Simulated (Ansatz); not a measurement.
# Ag (Fm-3m) in Ansatz: a series of runs

One crystal, Ag, is run at these levels: PBE, RPBE; tasks: single point.

Program: Ansatz 0.2.0. These are calculated values, not measurements. Logs are shortened: lines on timing, memory, paths and dates and some standing lists are left out, and cuts for length are marked.

## Step 1: The structure

The structure is cubic, space group Fm-3m (No. 225). The conventional cell has a = 4.085 Å, b = 4.085 Å, c = 4.085 Å, α = 90.00°, β = 90.00°, γ = 90.00°. Around Ag (site symmetry m-3m) lie 12 Ag at 2.89 Å.

## Step 2: Single point, PBE

Input file input.yaml:

```yaml
crystal:
  lattice:
    - [0.0, 2.04275, 2.04275]
    - [2.04275, 0.0, 2.04275]
    - [2.04275, 2.04275, 0.0]
  atoms:
    - { symbol: Ag, position: [0.0, 0.0, 0.0] }
kpoints:
  mp_grid: { grid: [11, 11, 11] }
scf:
  occupations: { method: gaussian, width: 0.02 }
hamiltonian:
  xc: pbe
  pseudopotentials: { kind: all_electron, lapw: { basis_error: 0.001 } }
output:
  forces: true
  stress: true
  eigenvalues: true
```

Potentials or basis: all-electron LAPW, scalar-relativistic.

The run is started by

```
$ ansatz run input.yaml --threads 1 --pin off --max-ram 3072MiB --backend cpu --events-out ev --progress --plain --runs-dir out
```

What it wrote:

```text
Warning: RAYON_NUM_THREADS=1 ignored (pool sized by the plan → 1); use --threads N
LAPW: plane waves up to 7.943 Å⁻¹, error target 1.0e-3 eV per atom; small_component_spin mean_spin; Ag in spheres of 1.444 Å, 19 of its electrons in bands, Dirac shells [] (how accurate: hamiltonian.pseudopotentials.lapw.basis_error, Limitations)
Engine: ansatz 0.2.0, aarch64-unknown-linux-gnu
Pseudopotentials: kind: all_electron
Pseudopotential: Ag, LAPW, valence charge 19, lapw/all_electron/scalar/gaussian/Ag, Koelling and Harmon's equation, gaussian nucleus
Functional definition: PBE
  parameter kappa = 0.804
  parameter beta = 0.06672455060314922
  exchange = pbe_x(kappa = kappa, mu = beta*pi^2/3)
  correlation = pbe_c(beta = beta)
Crystal: 1 atoms, lattice volume = 17.048 Å³
Basis set: ecut = 240.3564010780062 eV, 137 PW (Γ), exchange–correlation at level 2
Bands: 14, of which v1, the nominal top of the filled ones, is band 10 counted from 1 (9 counted from 0)
Symmetry: 48 space group operations
Space group: Fm-3m (ITA 225), of the structure as read, at distance tolerance 2.6e-5 Å
k-points: 56 of 1331
Non-local potential: Ag, projectors of the file, none
Initial density: superposition of atomic densities (chi_scale 0.1, normalization cell)
Initial wavefunctions: plane waves of lowest kinetic energy (no species holds an atomic orbital)
Functional: x = pbe(κ = 0.804, μ = 0.2195149727645171), c = pbe(β = 0.06672455060314922)
iter 1 solved again at ethr=2.09e-4 eV; its pass at ethr=1.00e-1 eV (dr2=3.97e-2 eV) is discarded
SCF iter   1: F=—  HF=-144656.534698 eV  |F-HF|=—  |Δ(HF+E_count)|=         —  Δρ=1.99e-2  dr2=4.00e-2  ethr=2.09e-4  ⟨swp⟩=3.0  Hψ=5824  notcnv=0
preconditioner: auto → none  [insulator: Δε(μ)=0.160 eV  Ē_g=15.707 eV  σ=0.020 eV  W_gap=0.98  n_scr=8 (ndim 8)  ℏωp=29.8 eV  f_vac=0.000  D(μ)=0.13/eV (n_scr^D=0)  ε∞_Penn≈4.6]
iter 2 solved again at ethr=4.63e-7 eV; its pass at ethr=2.09e-4 eV (dr2=8.80e-5 eV) is discarded
SCF iter   2: F=—  HF=-144656.347184 eV  |F-HF|=—  |Δ(HF+E_count)|=   1.88e-1  Δρ=8.34e-4  dr2=8.87e-5  ethr=4.63e-7  ⟨swp⟩=2.8  Hψ=4329  notcnv=0
SCF iter   3: F=—  HF=-144656.293296 eV  |F-HF|=—  |Δ(HF+E_count)|=   5.39e-2  Δρ=3.37e-3  dr2=1.08e-3  ethr=4.63e-7  ⟨swp⟩=3.0  Hψ=2670  notcnv=0
SCF iter   4: F=—  HF=-144656.292076 eV  |F-HF|=—  |Δ(HF+E_count)|=   1.22e-3  Δρ=5.30e-4  dr2=2.47e-5  ethr=4.63e-7  ⟨swp⟩=3.0  Hψ=2497  notcnv=0
SCF iter   5: F=—  HF=-144656.292097 eV  |F-HF|=—  |Δ(HF+E_count)|=   2.13e-5  Δρ=2.71e-5  dr2=8.86e-8  ethr=1.30e-7  ⟨swp⟩=2.0  Hψ=2106  notcnv=0
SCF iter   6: F=-144656.292098 eV  HF=-144656.292098 eV  |F-HF|=1.46e-9  |Δ(HF+E_count)|=   4.71e-7  Δρ=4.97e-6  dr2=2.07e-9  ethr=4.66e-10  ⟨swp⟩=3.0  Hψ=2245  notcnv=0
SCF 1 converged in 6 iterations: F = -144656.292098 eV  dr2 = 2.07e-9
SCF converged after 6 iterations
Free energy (F): -144656.292098 eV
Harris-Foulkes:  -144656.292098 eV  (|F-HF|=1.46e-9)
Internal energy: -144656.292072 eV  (E = F + TS)
E sigma→0 (E₀):  -144656.292085 eV
Entropy (-TS):   -0.000026 eV (-0.026 meV/atom)
Fermi energy:    19.074384 eV
--- Per-component energies (eV) ---
  E_band       = -206.919222
  E_kinetic    = 151248.936012
  E_xc         = -4066.798500
  E_electrostatic = -291838.429584  (all electrons and nuclei)
  E_smearing   = -0.000026  (= −TS)
  E_closure    = 0.000000  (closes the sum)
  E_atoms      = -144653.584547  (free atoms, spherical and without spin; not in F)
  Σ components = -144656.292098   (vs F -144656.292098, Δ=0.00e0)
  Basis errors (estimates in eV, not in F): energy 1.8e-4 per atom: plane waves 1.7e-4 (1.2e-4 summed), levels above the bands 0.0e0, relativity 5.4e-8, radial functions 6.8e-6, core shells 4.9e-7; eigenvalues (radial functions only) 6.2e-6; not estimated: angular momenta, meshes, grids; target (lapw.basis_error) 1.0e-3; muffin-tin radii Ag 1.444 Å
--- Forces (eV/Å), atoms counted from 1 ---
  atom   1  Ag     0.00000000    -0.00000000     0.00000000
  max |Σ_I F_I| component: 3.49e-32 eV/Å
--- Stress (GPa, compression-positive) ---
        4.251415       0.000000       0.000000
        0.000000       4.251415       0.000000
        0.000000       0.000000       4.251415
  P = ⅓ Tr σ = 4.2514 GPa (42.514 kbar)
--- Band table (eV; the first three rows and the last of 56) ---
  k-point 0: bands = ["-73.1805", "-36.5673", "-36.5673", "-36.5673", "11.0218", "14.0084", "14.0084", "14.0084", "15.0469", "15.0469", "34.6821", "38.2658", "38.2658", "38.2658"]
  k-point 1: bands = ["-73.1791", "-36.5804", "-36.5692", "-36.5692", "11.2777", "13.9530", "14.0770", "14.0770", "15.0226", "15.0226", "34.6586", "36.5227", "38.3777", "38.3777"]
  k-point 2: bands = ["-73.1754", "-36.6154", "-36.5745", "-36.5745", "11.9440", "13.9172", "14.1999", "14.1999", "15.0319", "15.0319", "32.5127", "35.5570", "38.5412", "38.5412"]
  k-point 55: bands = ["-73.1577", "-36.6819", "-36.6730", "-36.6276", "13.1215", "13.5336", "13.9551", "15.0675", "15.9928", "24.1584", "24.3431", "26.1245", "28.0151", "39.8325"]
```

Run time: 5 s. Hardware: 1 thread of Arm Neoverse V1, shared host; peak memory 0.25 GiB.

What came out:

| Item | Value |
| --- | --- |
| Free energy | -144656.2921 eV |
| Pressure | 4.3 GPa |
| Band gap on the k mesh | none (metal or under the smearing width) |

## Step 3: Single point, RPBE

Changes to input.yaml since step 2:

```diff
@@ -10,5 +10,5 @@
 scf:
-  occupations: { method: gaussian, width: 0.02 }
+  occupations: { method: gaussian, width: 0.05 }
 hamiltonian:
-  xc: pbe
+  xc: rpbe
   pseudopotentials: { kind: all_electron, lapw: { basis_error: 0.001 } }
```

Potentials or basis: all-electron LAPW, scalar-relativistic.

The run is started by

```
$ ansatz run input.yaml --threads 1 --pin off --max-ram 3072MiB --backend cpu --events-out ev --progress --plain --runs-dir out
```

What it wrote:

```text
Warning: RAYON_NUM_THREADS=1 ignored (pool sized by the plan → 1); use --threads N
LAPW: plane waves up to 7.945 Å⁻¹, error target 1.0e-3 eV per atom; small_component_spin mean_spin; Ag in spheres of 1.444 Å, 19 of its electrons in bands, Dirac shells [] (how accurate: hamiltonian.pseudopotentials.lapw.basis_error, Limitations)
Engine: ansatz 0.2.0, aarch64-unknown-linux-gnu
Pseudopotentials: kind: all_electron
Pseudopotential: Ag, LAPW, valence charge 19, lapw/all_electron/scalar/gaussian/Ag, Koelling and Harmon's equation, gaussian nucleus
Functional definition: RPBE
  parameter kappa = 0.804
  parameter beta = 0.06672455060314922
  exchange = rpbe_x(kappa = kappa, mu = beta*pi^2/3)
  correlation = pbe_c(beta = beta)
Crystal: 1 atoms, lattice volume = 17.048 Å³
Basis set: ecut = 240.50353815058492 eV, 137 PW (Γ), exchange–correlation at level 2
Bands: 14, of which v1, the nominal top of the filled ones, is band 10 counted from 1 (9 counted from 0)
Symmetry: 48 space group operations
Space group: Fm-3m (ITA 225), of the structure as read, at distance tolerance 2.6e-5 Å
k-points: 56 of 1331
Non-local potential: Ag, projectors of the file, none
Initial density: superposition of atomic densities (chi_scale 0.1, normalization cell)
Initial wavefunctions: plane waves of lowest kinetic energy (no species holds an atomic orbital)
Functional: x = rpbe, c = pbe(β = 0.06672455060314922)
iter 1 solved again at ethr=2.09e-4 eV; its pass at ethr=1.00e-1 eV (dr2=3.97e-2 eV) is discarded
SCF iter   1: F=—  HF=-144664.482156 eV  |F-HF|=—  |Δ(HF+E_count)|=         —  Δρ=1.99e-2  dr2=4.02e-2  ethr=2.09e-4  ⟨swp⟩=3.1  Hψ=5548  notcnv=0
preconditioner: auto → none  [insulator: Δε(μ)=0.166 eV  Ē_g=15.769 eV  σ=0.050 eV  W_gap=0.97  n_scr=8 (ndim 8)  ℏωp=29.8 eV  f_vac=0.000  D(μ)=0.07/eV (n_scr^D=0)  ε∞_Penn≈4.6]
iter 2 solved again at ethr=5.11e-7 eV; its pass at ethr=2.09e-4 eV (dr2=9.71e-5 eV) is discarded
SCF iter   2: F=—  HF=-144664.304530 eV  |F-HF|=—  |Δ(HF+E_count)|=   1.78e-1  Δρ=9.61e-4  dr2=9.84e-5  ethr=5.11e-7  ⟨swp⟩=2.9  Hψ=4191  notcnv=0
SCF iter   3: F=—  HF=-144664.256397 eV  |F-HF|=—  |Δ(HF+E_count)|=   4.81e-2  Δρ=3.58e-3  dr2=1.22e-3  ethr=5.11e-7  ⟨swp⟩=3.0  Hψ=2492  notcnv=0
SCF iter   4: F=—  HF=-144664.255848 eV  |F-HF|=—  |Δ(HF+E_count)|=   5.49e-4  Δρ=5.46e-4  dr2=2.62e-5  ethr=5.11e-7  ⟨swp⟩=3.0  Hψ=2388  notcnv=0
SCF iter   5: F=—  HF=-144664.255902 eV  |F-HF|=—  |Δ(HF+E_count)|=   5.35e-5  Δρ=4.01e-5  dr2=1.50e-7  ethr=1.38e-7  ⟨swp⟩=2.1  Hψ=2111  notcnv=0
SCF iter   6: F=-144664.255903 eV  HF=-144664.255903 eV  |F-HF|=3.49e-9  |Δ(HF+E_count)|=   1.36e-6  Δρ=4.27e-6  dr2=1.55e-9  ethr=7.91e-10  ⟨swp⟩=3.0  Hψ=2234  notcnv=0
SCF 1 converged in 6 iterations: F = -144664.255903 eV  dr2 = 1.55e-9
SCF converged after 6 iterations
Free energy (F): -144664.255903 eV
Harris-Foulkes:  -144664.255903 eV  (|F-HF|=3.49e-9)
Internal energy: -144664.255543 eV  (E = F + TS)
E sigma→0 (E₀):  -144664.255723 eV
Entropy (-TS):   -0.000360 eV (-0.360 meV/atom)
Fermi energy:    19.214172 eV
--- Per-component energies (eV) ---
  E_band       = -204.779278
  E_kinetic    = 151259.562732
  E_xc         = -4075.116308
  E_electrostatic = -291848.701967  (all electrons and nuclei)
  E_smearing   = -0.000360  (= −TS)
  E_closure    = 0.000000  (closes the sum)
  E_atoms      = -144662.094199  (free atoms, spherical and without spin; not in F)
  Σ components = -144664.255903   (vs F -144664.255903, Δ=0.00e0)
  Basis errors (estimates in eV, not in F): energy 1.8e-4 per atom: plane waves 1.7e-4 (1.2e-4 summed), levels above the bands 0.0e0, relativity 9.0e-8, radial functions 6.6e-6, core shells 4.9e-7; eigenvalues (radial functions only) 1.2e-5; not estimated: angular momenta, meshes, grids; target (lapw.basis_error) 1.0e-3; muffin-tin radii Ag 1.444 Å
--- Forces (eV/Å), atoms counted from 1 ---
  atom   1  Ag     0.00000000    -0.00000000    -0.00000000
  max |Σ_I F_I| component: 6.57e-32 eV/Å
--- Stress (GPa, compression-positive) ---
        8.375837      -0.000000      -0.000000
       -0.000000       8.375837       0.000000
       -0.000000       0.000000       8.375837
  P = ⅓ Tr σ = 8.3758 GPa (83.758 kbar)
--- Band table (eV; the first three rows and the last of 56) ---
  k-point 0: bands = ["-73.0771", "-36.4657", "-36.4657", "-36.4657", "11.1930", "14.1257", "14.1257", "14.1257", "15.1569", "15.1569", "34.8151", "38.4345", "38.4345", "38.4345"]
  k-point 1: bands = ["-73.0757", "-36.4787", "-36.4676", "-36.4676", "11.4486", "14.0708", "14.1939", "14.1939", "15.1328", "15.1328", "34.7916", "36.6802", "38.5463", "38.5463"]
  k-point 2: bands = ["-73.0720", "-36.5137", "-36.4729", "-36.4729", "12.1118", "14.0388", "14.3161", "14.3161", "15.1422", "15.1422", "32.6646", "35.6898", "38.7126", "38.7126"]
  k-point 55: bands = ["-73.0543", "-36.5799", "-36.5710", "-36.5258", "13.2423", "13.6553", "14.0752", "15.1788", "16.0984", "24.3228", "24.5011", "26.2968", "28.1626", "39.9838"]
```

Run time: 4.7 s. Hardware: 1 thread of Arm Neoverse V1, shared host; peak memory 0.24 GiB.

What came out:

- Free energy: -144664.2559 eV
- Pressure: 8.4 GPa
- Band gap on the k mesh: none (metal or under the smearing width)
